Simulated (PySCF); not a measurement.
# Bi (Im-3m) in PySCF: convergence with density cutoff

Aim: find how far density cutoff must go before the results for Bi settle, at r2SCAN. This setting moves, with any that are tied to it; all else stays.

All numbers are computed with PySCF 2.14.0; they aren't measurements. Logs are shortened: lines on timing, memory, paths and dates and some standing lists are left out, and cuts for length are marked.

### 1 The crystal as given

The structure is cubic, space group Im-3m (No. 229). Conventional cell: a = 3.963 Å, b = 3.963 Å, c = 3.963 Å, α = 90.00°, β = 90.00°, γ = 90.00°. Bi (site symmetry m-3m) has 8 Bi at 3.43 Å as nearest neighbours.

This isn't the form of Bi at room conditions, which is rhombohedral.

### 2 With density cutoff 8 Ha

File run.py:

```python
import json
import numpy as np
from pyscf.pbc import gto, scf, dft, df

cell = gto.Cell()
cell.a = '''
 -1.9814305318    1.9814305318    1.9814305318
  1.9814305318   -1.9814305318    1.9814305318
  1.9814305318    1.9814305318   -1.9814305318'''
cell.atom = '''
Bi   0.0000000000    0.0000000000    0.0000000000'''
cell.unit = 'A'
cell.basis = 'DZVP-MOLOPT-SR-GTH-q5'
cell.pseudo = 'GTH-PBE-q5'
cell.ke_cutoff = 8  # hartree
cell.exp_to_discard = 0.02
cell.precision = 1e-08
cell.space_group_symmetry = True
cell.symmorphic = False
cell.max_memory = 2940  # MB
cell.verbose = 4
cell.build()

res = {}
kpts = cell.make_kpts([8, 8, 8], space_group_symmetry=True, time_reversal_symmetry=True)
cell.space_group_symmetry = False  # the mesh holds the operations; no search on the supercells of the integral code
mf = dft.KRKS(cell, kpts, xc='r2scan')
mf = mf.multigrid_numint()
mf = mf.smearing(sigma=0.00183747, method='fermi')  # hartree
mf.conv_tol = 1e-07
mf.max_cycle = 60

mf.kernel()
res.update(converged=bool(mf.converged), e_tot=mf.e_tot, nelec=cell.nelectron, nao=cell.nao, mesh=list(map(int, cell.mesh)), a=cell.lattice_vectors().tolist(), coords=cell.atom_coords().tolist(),
           mo_energy=[np.real(x).tolist() for x in mf.mo_energy], mo_occ=[np.real(x).tolist() for x in mf.mo_occ])
res.update(e_free=mf.e_free, e_zero=mf.e_zero)
res.update(kpts=kpts.kpts_scaled_ibz.tolist(), weights=kpts.weights_ibz.tolist())
res['parts'] = {k: float(np.real(v)) for k, v in mf.scf_summary.items() if np.isscalar(v)}
json.dump(res, open('results.json', 'w'))
if not mf.converged:
    raise SystemExit('SCF not converged')

print('levels (eV)')
for i, kp in enumerate(res['kpts'][:40]):
    print('k %7.4f %7.4f %7.4f  ' % tuple(kp), ' '.join('%.3f' % (x * 27.211386) for x in res['mo_energy'][i][:8]))

mf = mf.to_khf()  # unfold to the whole mesh
kpts = mf.kpts
# Mulliken populations
dm, s = np.asarray(mf.make_rdm1()), np.asarray(mf.get_ovlp())
sites = cell.aoslice_by_atom()[:, 2:]
tot = np.einsum('kij,kji->i', dm, s).real / len(kpts)
res['mulliken'] = [cell.atom_charge(i) - tot[a0:a1].sum() for i, (a0, a1) in enumerate(sites)]
print('Mulliken charges', np.round(res['mulliken'], 5))
res['meta_lowdin'] = mf.mulliken_meta()[1].tolist()
res['done'] = True
json.dump(res, open('results.json', 'w'))
```

Potentials or basis: DZVP-MOLOPT-SR/GTH-PBE (potentials made for PBE).

Started as:

```console
OMP_NUM_THREADS=2 python -u run.py > log
```

Wall time 4.7 min (2 threads of Intel Xeon 6975P-C (Granite Rapids), shared host); peak memory 5.4 GiB.

Results:

```
Free energy            : -150.1384 eV
Band gap on the k mesh : none (metal or under the smearing width)
```

### 3 With density cutoff 12 Ha

run.py: that of step 2 with these lines changed.

```diff
@@ -14,3 +14,3 @@
 cell.pseudo = 'GTH-PBE-q5'
-cell.ke_cutoff = 8  # hartree
+cell.ke_cutoff = 12  # hartree
 cell.exp_to_discard = 0.02
```

Potentials or basis: DZVP-MOLOPT-SR/GTH-PBE (potentials made for PBE).

Started as:

```console
OMP_NUM_THREADS=2 python -u run.py > log
```

Wall time 4.6 min (2 threads of Intel Xeon 6975P-C (Granite Rapids), shared host); peak memory 5.4 GiB.

What came out:

| Item | Value |
| --- | --- |
| Free energy | -150.1516 eV |
| Band gap on the k mesh | none (metal or under the smearing width) |

### 4 With density cutoff 18 Ha

run.py: that of step 3 with these lines changed.

```diff
@@ -14,3 +14,3 @@
 cell.pseudo = 'GTH-PBE-q5'
-cell.ke_cutoff = 12  # hartree
+cell.ke_cutoff = 18  # hartree
 cell.exp_to_discard = 0.02
```

Started as:

```console
OMP_NUM_THREADS=2 python -u run.py > log
```

It took 4.8 min on 2 threads of Intel Xeon 6975P-C (Granite Rapids), shared host; peak memory 5.5 GiB.

What came out:

```yaml
Free_energy: -150.1524 eV
Band_gap_on_the_k_mesh: none (metal or under the smearing width)
```

### 5 With density cutoff 25 Ha

run.py: that of step 4 with these lines changed.

```diff
@@ -14,3 +14,3 @@
 cell.pseudo = 'GTH-PBE-q5'
-cell.ke_cutoff = 18  # hartree
+cell.ke_cutoff = 25  # hartree
 cell.exp_to_discard = 0.02
```

Started as:

```console
OMP_NUM_THREADS=2 python -u run.py > log
```

Wall time 4.8 min (2 threads of Intel Xeon 6975P-C (Granite Rapids), shared host); peak memory 5.5 GiB.

Results:

```
Free energy            : -150.1538 eV
Band gap on the k mesh : none (metal or under the smearing width)
```

### 6 With density cutoff 32 Ha

run.py: that of step 5 with these lines changed.

```diff
@@ -14,3 +14,3 @@
 cell.pseudo = 'GTH-PBE-q5'
-cell.ke_cutoff = 25  # hartree
+cell.ke_cutoff = 32  # hartree
 cell.exp_to_discard = 0.02
```

Potentials or basis: DZVP-MOLOPT-SR/GTH-PBE (potentials made for PBE).

Started as:

```console
OMP_NUM_THREADS=2 python -u run.py > log
```

Run time: 5.1 min. Hardware: 2 threads of Intel Xeon 6975P-C (Granite Rapids), shared host; peak memory 5.5 GiB.

The run converged. Its results:

- Free energy: -150.1531 eV
- Band gap on the k mesh: none (metal or under the smearing width)

### 7 With density cutoff 40 Ha

run.py: that of step 6 with these lines changed.

```diff
@@ -14,3 +14,3 @@
 cell.pseudo = 'GTH-PBE-q5'
-cell.ke_cutoff = 32  # hartree
+cell.ke_cutoff = 40  # hartree
 cell.exp_to_discard = 0.02
```

Started as:

```console
OMP_NUM_THREADS=2 python -u run.py > log
```

Wall time 5.2 min (2 threads of Intel Xeon 6975P-C (Granite Rapids), shared host); peak memory 5.4 GiB.

It converged, with:

```
Free energy            : -150.1537 eV
Band gap on the k mesh : none (metal or under the smearing width)
```

### 8 With density cutoff 50 Ha

run.py: that of step 7 with these lines changed.

```diff
@@ -14,3 +14,3 @@
 cell.pseudo = 'GTH-PBE-q5'
-cell.ke_cutoff = 40  # hartree
+cell.ke_cutoff = 50  # hartree
 cell.exp_to_discard = 0.02
```

Started as:

```console
OMP_NUM_THREADS=2 python -u run.py > log
```

It took 5.8 min on 2 threads of Intel Xeon 6975P-C (Granite Rapids), shared host; peak memory 5.4 GiB.

The run converged. Its results:

* Free energy: -150.1533 eV
* Band gap on the k mesh: none (metal or under the smearing width)

### 9 With density cutoff 62 Ha

run.py: that of step 8 with these lines changed.

```diff
@@ -14,3 +14,3 @@
 cell.pseudo = 'GTH-PBE-q5'
-cell.ke_cutoff = 50  # hartree
+cell.ke_cutoff = 62  # hartree
 cell.exp_to_discard = 0.02
```

Potentials or basis: DZVP-MOLOPT-SR/GTH-PBE (potentials made for PBE).

Started as:

```console
OMP_NUM_THREADS=2 python -u run.py > log
```

The program printed:

```text
pyscf/pbc/gto/cell.py:1403: UserWarning: Electron number 5 and spin 0 are not consistent in cell

  warnings.warn('Electron number %d and spin %d are not consistent '
Discarded 0 diffused primitive functions, 0 contracted functions

PySCF version 2.14.0

[INPUT] verbose = 4
[INPUT] num. atoms = 1
[INPUT] num. electrons = 5
[INPUT] charge = 0
[INPUT] spin (= nelec alpha-beta = 2S) = 0
[INPUT] symmetry False subgroup None
[INPUT] Mole.unit = A
[INPUT] Symbol           X                Y                Z      unit          X                Y                Z       unit  Magmom
[INPUT]  1 Bi     0.000000000000   0.000000000000   0.000000000000 AA    0.000000000000   0.000000000000   0.000000000000 Bohr   0.0

nuclear repulsion = -6.07452348123798
number of shells = 3
number of NR pGTOs = 45
number of NR cGTOs = 13
basis = DZVP-MOLOPT-SR-GTH-q5
ecp = {}
lattice vectors  a1 [-3.744361040, 3.744361040, 3.744361040]
                 a2 [3.744361040, -3.744361040, 3.744361040]
                 a3 [3.744361040, 3.744361040, -3.744361040]
dimension = 3
low_dim_ft_type = None
Cell volume = 209.987
exp_to_discard = 0.02
rcut = 29.954154198327636 (nimgs = [6 6 6])
precision = 1e-08
pseudo = GTH-PBE-q5
ke_cutoff = 62
    = [25 25 25] mesh (15625 PWs)
[Cell] Point group symbol:  m-3m
time reversal: False
k-points in IBZ                         weights
  0:  0.000000,  0.000000,  0.000000    1/512
  1:  0.500000,  0.500000, -0.000000    6/512
  2:  0.500000,  0.500000,  0.500000    1/512
  3:  0.625000,  0.375000, -0.000000    12/512
  4:  0.625000,  0.500000,  0.500000    12/512
  5:  0.625000,  0.625000,  0.375000    6/512
[... 21 lines left out ...]
 27:  0.875000,  0.875000,  0.750000    24/512
 28:  0.875000,  0.875000,  0.875000    8/512

******** <class 'pyscf.pbc.scf.smearing.SmearingKsymAdaptedKRKS'> ********
method = SmearingKsymAdaptedKRKS
initial guess = minao
damping factor = 0
level_shift factor = 0
DIIS = <class 'pyscf.scf.diis.CDIIS'>
diis_start_cycle = 1
diis_space = 8
diis_damp = 0
SCF conv_tol = 1e-07
SCF conv_tol_grad = None
SCF max_cycles = 60
direct_scf = True
direct_scf_tol = 1e-13

******** PBC SCF flags ********
N kpts (BZ) = 512
N kpts (IBZ) = 29
Exchange divergence treatment (exxdiv) = ewald
    madelung (= occupied orbital energy shift) = 0.06074523481238228
    Total energy shift due to Ewald probe charge = -1/2 * Nelec*madelung = -0.151863087031
DF object = <pyscf.pbc.df.fft.FFTDF object>
XC functionals = r2scan
small_rho_cutoff = 0
Uniform grid, mesh = [25 25 25]
Set gradient conv threshold to 0.000316228
nelec by numeric integration = 5.000000000000002
init E= -5.48705862119725
    sigma = 0.00183747  Optimized mu = 0.266760647372  entropy = 0.128288554089
nelec by numeric integration = 5.000000000000008
    Total E(T) = -5.51776630145723  Free energy = -5.51800202782672  E0 = -5.51788416464198
cycle= 1 E= -5.51776630145723  delta_E= -0.0307  |g|= 0.0492  |ddm|= 9.99
    sigma = 0.00183747  Optimized mu = 0.26069227705  entropy = 0.12740250587
nelec by numeric integration = 5.000000000000006
    Total E(T) = -5.51780909307673  Free energy = -5.51804319135919  E0 = -5.51792614221796
cycle= 2 E= -5.51780909307673  delta_E= -4.28e-05  |g|= 0.00205  |ddm|= 0.358
    sigma = 0.00183747  Optimized mu = 0.26070250025  entropy = 0.127332190351
nelec by numeric integration = 5.000000000000006
    Total E(T) = -5.51780930426946  Free energy = -5.51804327334926  E0 = -5.51792628880936
cycle= 3 E= -5.51780930426946  delta_E= -2.11e-07  |g|= 4.35e-05  |ddm|= 0.0163
    sigma = 0.00183747  Optimized mu = 0.260700540569  entropy = 0.12733101266
nelec by numeric integration = 5.000000000000005
    Total E(T) = -5.51780930648464  Free energy = -5.51804327340047  E0 = -5.51792628994255
cycle= 4 E= -5.51780930648464  delta_E= -2.22e-09  |g|= 2.18e-06  |ddm|= 0.000311
    sigma = 0.00183747  Optimized mu = 0.260700763075  entropy = 0.12733097581
nelec by numeric integration = 5.000000000000006
    Total E(T) = -5.51780930655241  Free energy = -5.51804327340053  E0 = -5.51792628997647
Extra cycle  E= -5.51780930655241  delta_E= -6.78e-11  |g|= 9.94e-08  |ddm|= 1.67e-05
converged SCF energy = -5.51780930655241
levels (eV)
k  0.0000  0.0000  0.0000   -7.016 12.398 12.398 12.398 19.535 19.535 19.535 22.971
k  0.5000  0.5000 -0.0000   -3.815 1.705 8.726 10.915 13.995 15.294 25.478 25.990
k  0.5000  0.5000  0.5000   -1.434 5.126 5.126 5.126 11.058 11.058 31.723 31.723
k  0.6250  0.3750 -0.0000   -4.631 3.171 9.093 11.118 14.464 15.670 23.766 24.413
k  0.6250  0.5000  0.5000   -1.940 4.303 5.481 5.887 11.885 12.656 26.664 27.731
k  0.6250  0.6250  0.3750   -2.538 4.851 5.836 5.836 11.722 14.852 26.552 26.552
[... 21 lines left out ...]
k  0.8750  0.8750  0.7500   -4.203 3.463 6.871 8.191 19.092 19.381 25.211 25.526
k  0.8750  0.8750  0.8750   -5.356 5.428 8.979 8.979 18.912 18.912 22.054 23.496
Mulliken charges [-0.]
 ** Mulliken pop on meta-lowdin orthogonal AOs **
 ** Mulliken pop  **
pop of  0 Bi 6s           1.93891
pop of  0 Bi 7s           0.00127
pop of  0 Bi 6px          1.00604
pop of  0 Bi 6py          1.00604
pop of  0 Bi 6pz          1.00604
pop of  0 Bi 7px          0.00335
pop of  0 Bi 7py          0.00335
pop of  0 Bi 7pz          0.00335
pop of  0 Bi 6dxy         0.00711
pop of  0 Bi 6dyz         0.00711
pop of  0 Bi 6dz^2        0.00515
pop of  0 Bi 6dxz         0.00711
pop of  0 Bi 6dx2-y2      0.00515
 ** Mulliken atomic charges  **
charge of    0Bi =     -0.00000
```

It took 5.8 min on 2 threads of Intel Xeon 6975P-C (Granite Rapids), shared host; peak memory 5.5 GiB.

Results:

| Property | Result |
| --- | --- |
| Free energy | -150.1536 eV |
| Band gap on the k mesh | none (metal or under the smearing width) |

### 10 With density cutoff 75 Ha

run.py: that of step 9 with these lines changed.

```diff
@@ -14,3 +14,3 @@
 cell.pseudo = 'GTH-PBE-q5'
-cell.ke_cutoff = 62  # hartree
+cell.ke_cutoff = 75  # hartree
 cell.exp_to_discard = 0.02
```

Started as:

```console
OMP_NUM_THREADS=2 python -u run.py > log
```

Run time: 5.6 min. Hardware: 2 threads of Intel Xeon 6975P-C (Granite Rapids), shared host.

The calculation hadn't finished when its time ran out.

### 11 Summary

```tsv
density cutoff	energy less the tightest run, at zero smearing (meV/atom)	SCF cycles	CPU time (s)	peak memory (GiB)
8 Ha	15.24	3	420	5.4
12 Ha	2.02	4	420	5.4
18 Ha	1.17	4	430	5.5
25 Ha	-0.17	4	440	5.5
32 Ha	0.54	4	470	5.5
40 Ha	-0.12	4	490	5.4
50 Ha	0.26	4	540	5.4
62 Ha	0.00	4	550	5.5
75 Ha	timed out after 330 s	-	-	-
```

Against the tightest run, the energy stays within 1 meV/atom from 25 Ha on. The tightest run that finished is the yardstick and may itself not be fully converged.

Caveats: spin-orbit coupling is left out, which moves the levels of the heavy elements; the basis of atomic orbitals isn't converged, which shifts pressures, moduli and gaps.
